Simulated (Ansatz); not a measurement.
**How much does Sc in Ag(111), 2x2 scatter?**

Aim: the resistance that Sc in Ag(111), 2x2 adds to the host.

Main program and level: Ansatz 0.2.0; Ansatz plane-wave DFT, PBE, PAW files; ballistic transport by layer matching (Landauer), zero bias; PAW set soft_1.

### Step 1. Starting point

The cell holds 44 atoms: 43 Ag and 1 Sc. Cell: a = 5.779 Å, b = 5.779 Å, c = 26.004 Å, α = 86.8°, β = 93.2°, γ = 120.0°. It derives from Ag. Regions: lead, 24 atoms (24 Ag); scattering region, 20 atoms (19 Ag and 1 Sc). The structure is stacked along c, and the current runs across the ab planes.

### Step 2. Transmission at ideal sites

The defect sits in one plane of the supercell, all atoms on ideal sites; the layers about the cell's end are the lead. The mesh across the current, 10×10, is finer than the density's, because channels open and close sharply across the zone. Energies from -0.1 to 0.1 eV in steps of 0.05 eV are too few for the program's thermal sum, so it prints no conductance; for a metal the transmission near the Fermi level serves, at a fraction of the cost.

input.yaml reads:

```yaml
crystal:
  lattice:
    - [5.7787594586, 0.0, 0.0]
    - [-2.8893797293, 5.0045524935, 0.0]
    - [-1.4446898646, 0.8340920822, 25.9508553696]
  atoms:
    - { symbol: Ag, position: [0.0075757576, 0.9924242424, 0.0454545455] }
    - { symbol: Ag, position: [0.0075757576, 0.4924242424, 0.0454545455] }
    - { symbol: Ag, position: [0.5075757576, 0.9924242424, 0.0454545455] }
    - { symbol: Ag, position: [0.5075757576, 0.4924242424, 0.0454545455] }
    - { symbol: Ag, position: [0.1893939394, 0.3106060606, 0.1363636364] }
    - { symbol: Ag, position: [0.1893939394, 0.8106060606, 0.1363636364] }
    - { symbol: Ag, position: [0.6893939394, 0.3106060606, 0.1363636364] }
    - { symbol: Ag, position: [0.6893939394, 0.8106060606, 0.1363636364] }
    - { symbol: Ag, position: [0.3712121212, 0.1287878788, 0.2272727273] }
    - { symbol: Ag, position: [0.3712121212, 0.6287878788, 0.2272727273] }
    - { symbol: Ag, position: [0.8712121212, 0.1287878788, 0.2272727273] }
    - { symbol: Ag, position: [0.8712121212, 0.6287878788, 0.2272727273] }
    - { symbol: Ag, position: [0.053030303, 0.946969697, 0.3181818182] }
    - { symbol: Ag, position: [0.053030303, 0.446969697, 0.3181818182] }
    - { symbol: Ag, position: [0.553030303, 0.946969697, 0.3181818182] }
    - { symbol: Ag, position: [0.553030303, 0.446969697, 0.3181818182] }
    - { symbol: Ag, position: [0.2348484848, 0.2651515152, 0.4090909091] }
    - { symbol: Ag, position: [0.2348484848, 0.7651515152, 0.4090909091] }
    - { symbol: Ag, position: [0.7348484848, 0.2651515152, 0.4090909091] }
    - { symbol: Ag, position: [0.7348484848, 0.7651515152, 0.4090909091] }
    - { symbol: Sc, position: [0.4166666667, 0.0833333333, 0.5] }
    - { symbol: Ag, position: [0.4166666667, 0.5833333333, 0.5] }
    - { symbol: Ag, position: [0.9166666667, 0.0833333333, 0.5] }
    - { symbol: Ag, position: [0.9166666667, 0.5833333333, 0.5] }
    - { symbol: Ag, position: [0.0984848485, 0.9015151515, 0.5909090909] }
    - { symbol: Ag, position: [0.0984848485, 0.4015151515, 0.5909090909] }
    - { symbol: Ag, position: [0.5984848485, 0.9015151515, 0.5909090909] }
    - { symbol: Ag, position: [0.5984848485, 0.4015151515, 0.5909090909] }
    - { symbol: Ag, position: [0.2803030303, 0.2196969697, 0.6818181818] }
    - { symbol: Ag, position: [0.2803030303, 0.7196969697, 0.6818181818] }
    - { symbol: Ag, position: [0.7803030303, 0.2196969697, 0.6818181818] }
    - { symbol: Ag, position: [0.7803030303, 0.7196969697, 0.6818181818] }
    - { symbol: Ag, position: [0.4621212121, 0.0378787879, 0.7727272727] }
    - { symbol: Ag, position: [0.4621212121, 0.5378787879, 0.7727272727] }
    - { symbol: Ag, position: [0.9621212121, 0.0378787879, 0.7727272727] }
    - { symbol: Ag, position: [0.9621212121, 0.5378787879, 0.7727272727] }
    - { symbol: Ag, position: [0.1439393939, 0.8560606061, 0.8636363636] }
    - { symbol: Ag, position: [0.1439393939, 0.3560606061, 0.8636363636] }
    - { symbol: Ag, position: [0.6439393939, 0.8560606061, 0.8636363636] }
    - { symbol: Ag, position: [0.6439393939, 0.3560606061, 0.8636363636] }
    - { symbol: Ag, position: [0.3257575758, 0.1742424242, 0.9545454545] }
    - { symbol: Ag, position: [0.3257575758, 0.6742424242, 0.9545454545] }
    - { symbol: Ag, position: [0.8257575758, 0.1742424242, 0.9545454545] }
    - { symbol: Ag, position: [0.8257575758, 0.6742424242, 0.9545454545] }
kpoints:
  mp_grid: { grid: [4, 4, 1] }
hamiltonian:
  xc: pbe
  pseudopotentials: { kind: paw, azcp: { folder: soft_1 } }
scf:
  occupations: { method: fermi_dirac, width: 0.1 }
output:
  transmission: { leads: [[0, 4]], kmesh: [10, 10], e_range: [-0.1, 0.1], de: 0.05 }
  write_potential: true
  write_density: true
  volumetric_format: npy
  elf: true
```

Run with:

```console
ansatz run input.yaml --threads 4 --pin off --max-ram 15360MiB --backend cpu --events-out ev --progress --plain --runs-dir out
```

Numbers of over 12 decimals in the logs are rounded to 6 here.

Output:

```text
Engine: ansatz 0.2.0, aarch64-unknown-linux-gnu
Pseudopotentials: kind: paw
Pseudopotential: Ag, paw, valence charge 19, recommended cutoff 420 eV (normal), soft_1/Ag.paw.azcp
Pseudopotential: Sc, paw, valence charge 11, recommended cutoff 420 eV (normal), soft_1/Sc.paw.azcp
Functional definition: PBE
  parameter kappa = 0.804
  parameter beta = 0.066725
  exchange = pbe_x(kappa = kappa, mu = beta*pi^2/3)
  correlation = pbe_c(beta = beta)
Crystal: 44 atoms, lattice volume = 750.501 Å³
Basis set: ecut = 420 eV, 14721 PW (Γ)
Bands: 497, of which v1, the nominal top of the filled ones, is band 414 counted from 1 (413 counted from 0)
Symmetry: 4 space group operations
Space group: C2/m (ITA 12), of the structure as read, at distance tolerance 9.1e-5 Å
k-points: 7 of 16
Non-local potential: Ag, projectors of the file, l = 0: 3, l = 1: 2, l = 2: 2, l = 3: 1
Non-local potential: Sc, projectors of the file, l = 0: 3, l = 1: 2, l = 2: 3, l = 3: 1
PAW form: soft (Blöchl's): semilocal exchange-correlation on the pseudo side does not see the compensation charge
PAW one-centre angular grid: Ag, 590 points (default); XC on 64 Gauss nodes
PAW one-centre angular grid: Sc, 590 points (default); XC on 64 Gauss nodes
Initial density: superposition of atomic densities (chi_scale 0.1, normalization cell, long waves 51 % of neutral atoms (reshape's long-wave potential 1.51 eV rms, cloud 3.15 Å wide))
Initial wavefunctions: pseudopotential atomic-orbital guess
Functional: x = pbe(κ = 0.804, μ = 0.219515), c = pbe(β = 0.066725)
SCF iter   1: F=—  HF=-328567.173830 eV  |F-HF|=—  |Δ(HF+E_count)|=         —  Δρ=1.50e-1  dr2=1.30e3  ethr=3.10e-3  ⟨swp⟩=4.0  Hψ=10388  notcnv=0  defer=72
preconditioner: auto → Kerker (q_TF=auto, 2.773 Å⁻¹)  [metal: Δε(μ)=0.024 eV  Ē_g=9.702 eV  σ=0.100 eV  W_gap=0.06  n_scr=292 (ndim 8)  ℏωp=29.6 eV  f_vac=0.000  D(μ)=14.48/eV (n_scr^D=82)]
SCF iter   2: F=—  HF=-328539.790151 eV  |F-HF|=—  |Δ(HF+E_count)|=    2.74e1  Δρ=4.92e-2  dr2=4.31e2  ethr=3.10e-3  ⟨swp⟩=2.1  Hψ=5866  notcnv=0  defer=415
SCF iter   3: F=—  HF=-328533.325057 eV  |F-HF|=—  |Δ(HF+E_count)|=    6.47e0  Δρ=1.66e-2  dr2=5.60e1  ethr=3.10e-3  ⟨swp⟩=2.0  Hψ=4127  notcnv=0  defer=406
SCF iter   4: F=—  HF=-328532.354656 eV  |F-HF|=—  |Δ(HF+E_count)|=   9.70e-1  Δρ=8.53e-3  dr2=1.72e1  ethr=3.10e-3  ⟨swp⟩=2.0  Hψ=4125  notcnv=0  defer=406
SCF iter   5: F=—  HF=-328531.912691 eV  |F-HF|=—  |Δ(HF+E_count)|=   4.42e-1  Δρ=4.38e-3  dr2=1.55e0  ethr=2.08e-3  ⟨swp⟩=2.1  Hψ=3201  notcnv=0  defer=406
SCF iter   6: F=—  HF=-328531.836532 eV  |F-HF|=—  |Δ(HF+E_count)|=   7.62e-2  Δρ=1.56e-3  dr2=1.07e-1  ethr=1.87e-4  ⟨swp⟩=1.7  Hψ=4069  notcnv=0  defer=404
SCF iter   7: F=—  HF=-328531.831491 eV  |F-HF|=—  |Δ(HF+E_count)|=   5.04e-3  Δρ=5.37e-4  dr2=5.55e-3  ethr=1.30e-5  ⟨swp⟩=2.0  Hψ=3161  notcnv=0  defer=404
SCF iter   8: F=—  HF=-328531.831124 eV  |F-HF|=—  |Δ(HF+E_count)|=   3.67e-4  Δρ=1.71e-4  dr2=9.99e-4  ethr=6.71e-7  ⟨swp⟩=2.6  Hψ=5701  notcnv=0  defer=404
SCF iter   9: F=—  HF=-328531.831112 eV  |F-HF|=—  |Δ(HF+E_count)|=   1.23e-5  Δρ=5.25e-5  dr2=1.29e-4  ethr=1.21e-7  ⟨swp⟩=2.0  Hψ=4808  notcnv=0  defer=404
SCF iter  10: F=—  HF=-328531.831009 eV  |F-HF|=—  |Δ(HF+E_count)|=   1.03e-4  Δρ=1.64e-5  dr2=9.55e-6  ethr=1.56e-8  ⟨swp⟩=2.0  Hψ=4817  notcnv=0  defer=404
SCF iter  11: F=—  HF=-328531.831820 eV  |F-HF|=—  |Δ(HF+E_count)|=   8.11e-4  Δρ=6.30e-6  dr2=1.07e-6  ethr=1.15e-9  ⟨swp⟩=2.0  Hψ=5473  notcnv=0  defer=404
SCF iter  12: F=—  HF=-328531.831820 eV  |F-HF|=—  |Δ(HF+E_count)|=   6.36e-8  Δρ=2.03e-6  dr2=1.53e-7  ethr=1.30e-10  ⟨swp⟩=2.0  Hψ=5654  notcnv=0  defer=404
SCF iter  13: F=-328531.831820 eV  HF=-328531.831820 eV  |F-HF|=5.59e-9  |Δ(HF+E_count)|=   8.09e-9  Δρ=5.51e-7  dr2=7.05e-9  ethr=1.21e-11  ⟨swp⟩=9.6  Hψ=13665  notcnv=0
SCF 1 converged in 13 iterations: F = -328531.831820 eV  dr2 = 7.05e-9
  greatest PAW one-centre occupation: 1.001 electrons in one spin orbital (limit 2), on the Ag atom at site 22 (counted from 0), in its partial waves of l = 0
transmission: 104 of 1023 steps passed
transmission: 212 of 1023 steps passed
[...]
transmission: 1023 of 1023 steps passed
SCF converged after 13 iterations
Free energy (F): -328531.831820 eV
Harris-Foulkes:  -328531.831820 eV  (|F-HF|=5.59e-9)
Internal energy: -328531.337553 eV  (E = F + TS)
E sigma→0 (E₀):  -328531.584686 eV
Entropy (-TS):   -0.494267 eV (-11.233 meV/atom)
Fermi energy:    17.179850 eV
--- Per-component energies (eV) ---
  E_band       = -10310.156542
  E_kinetic    = 20327.165259
  E_local      = -91491.387359  (includes V_loc(G=0)·N_el)
  E_nonlocal   = 1501.448810
  E_hartree    = 44897.820594
  E_xc         = -6935.741754
  E_vxc        = -8777.009962  (∫ρ·V_xc dr)
  E_paw        = -171065.309958  (= ΣΔE_a)
  E_vpaw       = -21666.023712  (= ΣTr[D̂ρ^β])
  E_aug_tail   = 0.016187  (compensation charges beyond the density's cutoff)
  E_ewald      = -125765.349333
  E_smearing   = -0.494267  (= −TS)
  E_closure    = 0.000000  (closes the sum)
  Σ components = -328531.831820   (vs F -328531.831820, Δ=0.00e0)
--- Band table (eV; the first three rows and the last of 7) ---
  k-point 0: bands = [... 410 lower, 17.2457, 17.5019, 17.5239, 17.5852, 17.8154, 17.8778, 17.8978, 18.0570, ... 79 higher]
  k-point 1: bands = [... 410 lower, 16.8610, 16.9384, 16.9873, 17.0978, 17.2549, 17.2916, 17.3549, 17.4400, ... 79 higher]
  k-point 2: bands = [... 410 lower, 16.8136, 16.8811, 16.9634, 17.0194, 17.0548, 17.0882, 17.1596, 17.3432, ... 79 higher]
  k-point 6: bands = [... 410 lower, 16.7622, 16.7750, 16.8129, 17.1317, 17.1634, 17.2680, 17.3580, 17.3625, ... 79 higher]
--- Transmission ---
  basis      : 253 plane waves across, 33 finite elements along
  points     : 31, standing for a mesh of 10 x 10
  energies   : 5 from -0.100000 to 0.100000 eV about the Fermi level, 0.050000 eV apart; the leads are filled to 0.000000 eV, and channels, transmission and decay are at 0.000000 eV
  crystal 0  : Ag4, at the sites [0, 4], period 2.3592 Å, over 23.59 Å; its Hamiltonian steps by up to 6.6 meV
    offset         : up to 0.0000 Å between an atom of the period and one for which it stands
    channels       : 3.210000e0 a spin
    conductance    : none, the energies end too early or step too widely for 300 K: set another output.transmission.e_range or a lower de, or, where they end at an eighth of basis.ecutwfc, a higher one
  junction   : crystal 0 to crystal 0, 0.70 to 24.29 Å
    transmission   : 2.329564e0 a spin
    conductance    : none, the energies end too early or step too widely for 300 K: set another output.transmission.e_range or a lower de, or, where they end at an eighth of basis.ecutwfc, a higher one
```

Run time: 7.8 min. Hardware: 4 threads of Arm Neoverse V2, shared host; peak memory 6.4 GiB; 23 min of CPU time.

This step gave:

```yaml
free_energy: -328531.8318 eV
energy_at_zero_smearing: -328531.5847 eV
fermi_energy: 17.18 eV
cell_area: 28.92 Å²
transmission_per_spin_nearest_the_fermi_level: 2.330
open_channels_per_spin_nearest_the_fermi_level: 3.21
step_of_the_lead_s_potential: 6.6 meV
```

Per spin. The transmission, zone mean by energy, zero at the Fermi level:

| energy (eV) | transmission, zone mean |
| --- | --- |
| -0.1000 | 2.46 |
| -0.0500 | 2.40 |
| 0.0000 | 2.33 |
| 0.0500 | 2.22 |
| 0.1000 | 2.10 |

Per spin. The open channels, zone mean, lead stays at 3.21 for energy from -0.1 to 0.1 eV.

Transmission over k1 and k2. At 0.0000 eV from the Fermi level.

Ten even steps from '_' (0.22) to '@' (3.12):
```
++##**##**##++******
****%%####%%********
**####@@%%@@####****
++**##%%####%%##**++
####%%@@##__##@@%%##
++++**##%%####%%##**
******####@@%%@@####
**********%%####%%**
++******++##**##**##
##++****++##++****++
```
Columns: k1 (b1) from -0.5 to 0.4; rows upwards: k2 (b2) from -0.5 to 0.4.

Open channels over k1 and k2. At 0.0000 eV from the Fermi level.

Values, 10 rows by 10 columns:
```
3.00 4.00 3.00 3.00 3.00 4.00 3.00 3.00 3.00 3.00
3.00 3.00 4.00 3.00 3.00 4.00 3.00 3.00 3.00 3.00
3.00 3.00 3.00 4.00 3.00 4.00 3.00 3.00 3.00 3.00
3.00 3.00 3.00 3.00 3.00 3.00 3.00 3.00 3.00 3.00
4.00 4.00 4.00 4.00 3.00 3.00 3.00 4.00 4.00 4.00
3.00 3.00 3.00 3.00 3.00 3.00 3.00 3.00 3.00 3.00
3.00 3.00 3.00 3.00 3.00 4.00 3.00 4.00 3.00 3.00
3.00 3.00 3.00 3.00 3.00 4.00 3.00 3.00 4.00 3.00
3.00 3.00 3.00 3.00 3.00 4.00 3.00 3.00 3.00 4.00
4.00 3.00 3.00 3.00 3.00 4.00 3.00 3.00 3.00 3.00
```
Columns: k1 (b1) from -0.5 to 0.4; rows upwards: k2 (b2) from -0.5 to 0.4.

Electrostatic potential energy in the ca plane at fractional y = 0.083, with atoms of Sc and Ag within 0.2 Å of it. With pseudopotentials it is smooth inside the atoms' cores, unlike the true potential.

Ten even steps from '0' (-12 eV) to '9' (20 eV), each cell a mean:
```
99983001589888999999998304305999999999999971
99960230389999999999998204305999999999888984
99960130389999999999999510027998889997446898
99973002699766899977799864579986568984113799
89997557897312589854689988889975458973003799
89999999996201489754689877778986578986346897
89999878997323699877888742247888899998889983
99996324798767899999998400005899999999999971
99972010489999999999997200004899999999999972
99950240389999999999997300016899899998667986
99961010489888999988898631257887679985224899
99985224898534799865689877789975468973003799
89999888997201489754589988889975468984115898
89999999996201589865789875579987789997668985
89998657898535799988899610017999999999999971
```
Columns run along c (16.0 Å, from fractional 0.15 to 0.76 of the cell; values clipped at the 3rd and 97th percentile), rows up along a (5.8 Å). Atoms in or near the plane, at fractional coordinates: Sc at (0.50, 0.42), Ag at (0.50, 0.92).

Valence density in the ca plane at fractional y = 0.083, with atoms of Sc and Ag within 0.2 Å of it. It is the smooth field of the valence electrons, not physical close to the nuclei.

Values in e/Å³, 8 rows by 16 columns, each cell a mean:
```
 0  2  7  0  0  0  0  0  2 14  1  0  0  0  0  1
 0  3  8  0  0  0  0  0  1  4  0  0  0  1  1  0
 0  0  1  0  2  1  1  1  0  0  0  1  0  1  2  0
 0  0  0  0  2  0  0  0  0  2  0  0  0  0  0  1
 0  2  7  0  0  0  0  0  1  6  1  0  0  0  0  1
 0  3  8  0  0  0  0  0  0  2  0  0  0  1  1  0
 0  0  1  0  2  1  1  1  0  0  0  1  0  1  2  0
 0  0  0  0  2  0  0  0  1  3  0  0  0  0  0  1
```
Columns run along c (16.0 Å, from fractional 0.15 to 0.76 of the cell), rows up along a (5.8 Å). Atoms in or near the plane, at fractional coordinates: Sc at (0.50, 0.42), Ag at (0.50, 0.92).

ELF in the ca plane at fractional y = 0.083, with atoms of Sc and Ag within 0.2 Å of it. It is the smooth field of the valence electrons, not physical close to the nuclei.

Ten even steps from '0' (0.11) to '9' (0.71), each cell a mean:
```
11113554211111111111111369962111111111111114
11125896311111111111111369952111111111111113
11125886311111111111111246531111111112332101
11113554211122111111111123221112221113453111
11111221111344211123211211112112321113553111
11011111112454311123212100001222211112332111
11001111111343211111121036620121111001111113
11112343111121101111120286781022111000111114
11114675311111000111220581392022111000111114
11125896311111000111220386770121111101221112
11124775311111101111121046510121211112443111
11112443101233111122222000001222321113553111
11101111111454211123212211122112321113442111
11010011112454211122111123321111111111221112
11111222101232111111111246641111111111111114
```
Columns run along c (16.0 Å, from fractional 0.15 to 0.76 of the cell), rows up along a (5.8 Å). Atoms in or near the plane, at fractional coordinates: Sc at (0.50, 0.42), Ag at (0.50, 0.92).

Over the solved energies the transmission per spin lies between 2.10 and 2.46, out of 3.21 channels of the lead on average (up to 3.21).

### Step 3. Resistance at ideal sites

This step: Ansatz plane-wave DFT, PBE, PAW files; ballistic transport by layer matching (Landauer), zero bias; area resistance of the defect plane and resistivity an atomic per cent; PAW set soft_1 (Ansatz 0.2.0).

Numbers from this step:

```yaml
area_resistance: 0.4466 fΩ m²
t_over_the_leads_mean_channel_count: 0.7225
resistivity_per_at_scaled_from_this_dense_plane_with_the_factor_3_over_4_for_isotropic_scattering: 5.679 µΩ cm
```

Averaged over the energies near the Fermi level, 72.3 % of the channels pass, which makes 0.447 fΩ m².

By hand, with T and the leads' channels N averaged over the energies near the Fermi level: RA = A (h/2e²)(1/T − 1/N) = 28.92×10⁻²⁰ m² × 12 906 Ω × (1/2.319 − 1/3.210) = 0.447 fΩ m². Per atomic per cent: RA × A / V_atom × 0.01 × 3/4 = 5.68 µΩ cm, with the host's V_atom = 17.06 Å³.

### Step 4. Summary of results

| Quantity | Value |
| --- | --- |
| share of channels that pass, rigid | 0.723 |
| area resistance, rigid | 0.447 fΩ m² |
| resistivity per at.% from the area resistance, times 3/4, rigid | 5.68 µΩ cm |

What this shows: The plane of defects adds 0.45 fΩ m². Scaled to one atomic per cent that is 7.6 µΩ cm as it stands and 5.7 with the factor 3/4 for isotropic scattering on a spherical Fermi surface; with the reflection in place of the resistance taken as linear in the density it would be 4.1. These are rough estimates of the dilute value, not bounds. One Sc in each 2x2 cell reflects 28 % of the lead's channels. The defects form a dense periodic sheet that scatters coherently, unlike a dilute random alloy. T and N are means over the solved energies nearest the Fermi level.

[Logs are printed without paths, hosts, clocks, repeated set-up lines and the standing remarks that a program may print on its own settings, such as how far it seeks lower states.]

[Hosts, paths, dates, database ids (printed as entryN), source tags and the programs' standing remarks are cut or masked in the printed files.]
